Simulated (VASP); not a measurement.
## SnSe2: relaxation of cell and atoms with PBE+D3(BJ)

SnSe2, a slab with vacuum:

```
CELL_PARAMETERS angstrom
3.81100 0.00000 0.00000
-1.90550 3.30042 0.00000
0.00000 0.00000 39.46373
ATOMIC_POSITIONS crystal
Se 0.66667 0.33333 0.22806
Se 0.33333 0.66667 0.30549
Se 0.66667 0.33333 0.38354
Se 0.33333 0.66667 0.46097
Se 0.66667 0.33333 0.53903
Se 0.33333 0.66667 0.61646
Se 0.66667 0.33333 0.69451
Se 0.33333 0.66667 0.77194
Sn 0.00000 0.00000 0.26677
Sn 0.00000 0.00000 0.42226
Sn 0.00000 0.00000 0.57774
Sn 0.00000 0.00000 0.73323
```

- Program: VASP 6.6.1
- Task: relaxation of cell and atoms
- Functional: PBE
- Dispersion: D3(BJ)
- Potentials or basis: VASP PAW PBE potentials, release 64 (Se, Sn_d)
- Cutoff: 600 eV
- k mesh: 9 × 9 × 1
- Occupations: gaussian, width 0.03 eV
- Spin: no spin polarisation
- Further INCAR settings: ALGO = Normal; EDIFF = 1e-06; IBRION = 2; EDIFFG = -0.01; NSW = 90; ISIF = 3

```
Relaxed volume                         : 41.91 Å³/atom
Relaxed cell                           : a = 3.836 Å, b = 3.836 Å, c = 39.464 Å, α = 90.00°, β = 90.00°, γ = 120.00°
Space group after relaxing (to 0.05 Å) : P-3m1 (No. 164)
Energy gained by relaxing              : 22.2 meV/atom
Ionic steps                            : 45
Largest force after relaxing           : 0.007 eV/Å
Band gap on the k mesh                 : 0.57 eV, indirect (least direct gap 0.86 eV)
Dispersion energy per atom             : -0.334 eV
```

Forces in eV/Å, atoms in the order of the input:
```
Se   0.000  0.000  0.005
Se   0.000  0.000  0.000
Se   0.000  0.000  0.002
Se   0.000  0.000 -0.007
Se   0.000  0.000  0.007
Se   0.000  0.000 -0.002
Se   0.000  0.000  0.000
Se   0.000  0.000 -0.005
Sn   0.000  0.000  0.006
Sn   0.000  0.000 -0.001
Sn   0.000  0.000  0.001
Sn   0.000  0.000 -0.006
```

Step by step:
| step | energy change (eV) | largest force (eV/Å) | pressure (GPa) | volume (Å³) |
| --- | --- | --- | --- | --- |
| 1 | 0.0000 | 0.8340 | 2.10 | 496.37 |
| 3 | -0.1933 | 0.2769 | -0.20 | 514.07 |
| 5 | -0.2587 | 0.0269 | -0.03 | 500.65 |
| 7 | -0.2589 | 0.0203 | -0.10 | 501.64 |
| 9 | -0.2590 | 0.0187 | -0.10 | 501.50 |
| 11 | -0.2594 | 0.0451 | -0.06 | 501.04 |
| 13 | -0.2596 | 0.0429 | -0.07 | 501.17 |
| 15 | -0.2603 | 0.0349 | -0.11 | 501.76 |
| 17 | -0.2609 | 0.0721 | -0.16 | 502.55 |
| 19 | -0.2616 | 0.0657 | -0.15 | 502.58 |
| 21 | -0.2635 | 0.0482 | -0.08 | 502.70 |
| 23 | -0.2639 | 0.0379 | -0.04 | 502.77 |
| 25 | -0.2642 | 0.0233 | -0.03 | 502.64 |
| 27 | -0.2643 | 0.0189 | -0.03 | 502.66 |
| 29 | -0.2646 | 0.0173 | -0.05 | 502.91 |
| 31 | -0.2647 | 0.0705 | -0.16 | 504.03 |
| 33 | -0.2649 | 0.0458 | -0.12 | 503.50 |
| 35 | -0.2651 | 0.0436 | -0.10 | 503.39 |
| 37 | -0.2658 | 0.0346 | -0.06 | 502.94 |
| 39 | -0.2661 | 0.0248 | -0.01 | 502.45 |
| 41 | -0.2661 | 0.0175 | -0.01 | 502.51 |
| 43 | -0.2662 | 0.0165 | -0.02 | 502.71 |
| 45 | -0.2662 | 0.0065 | -0.03 | 502.94 |

Final structure:
```yaml
crystal:
  lattice:
    - [3.83613, 0.00000, 0.00000]
    - [-1.91807, 3.32219, 0.00000]
    - [0.00000, 0.00000, 39.46373]
  atoms:
    - { symbol: Se, position: [0.66667, 0.33333, 0.23008] }
    - { symbol: Se, position: [0.33333, 0.66667, 0.31107] }
    - { symbol: Se, position: [0.66667, 0.33333, 0.38305] }
    - { symbol: Se, position: [0.33333, 0.66667, 0.46401] }
    - { symbol: Se, position: [0.66667, 0.33333, 0.53599] }
    - { symbol: Se, position: [0.33333, 0.66667, 0.61695] }
    - { symbol: Se, position: [0.66667, 0.33333, 0.68893] }
    - { symbol: Se, position: [0.33333, 0.66667, 0.76992] }
    - { symbol: Sn, position: [0.00000, 0.00000, 0.27056] }
    - { symbol: Sn, position: [0.00000, 0.00000, 0.42353] }
    - { symbol: Sn, position: [0.00000, 0.00000, 0.57647] }
    - { symbol: Sn, position: [0.00000, 0.00000, 0.72944] }
```

Levels at points of the mesh, in eV from the valence-band top:
```
           k point  band 48  band 49  band 50  band 51  band 52  band 53  band 54  band 55  band 56  band 57
(0.00, 0.00, 0.00)    -0.27    -0.20    -0.20    -0.17    -0.17     1.01     1.47     1.97     2.35     2.93
```

Run time: 38 min on 4 MPI ranks on Intel(R) Xeon(R) 6975P-C (Granite Rapids), on a shared host, peak memory 0.94 GiB a rank.

Caveat: spin-orbit coupling is left out, which moves the levels of the heavy elements. Zero-point motion and thermal expansion aren't in these numbers.
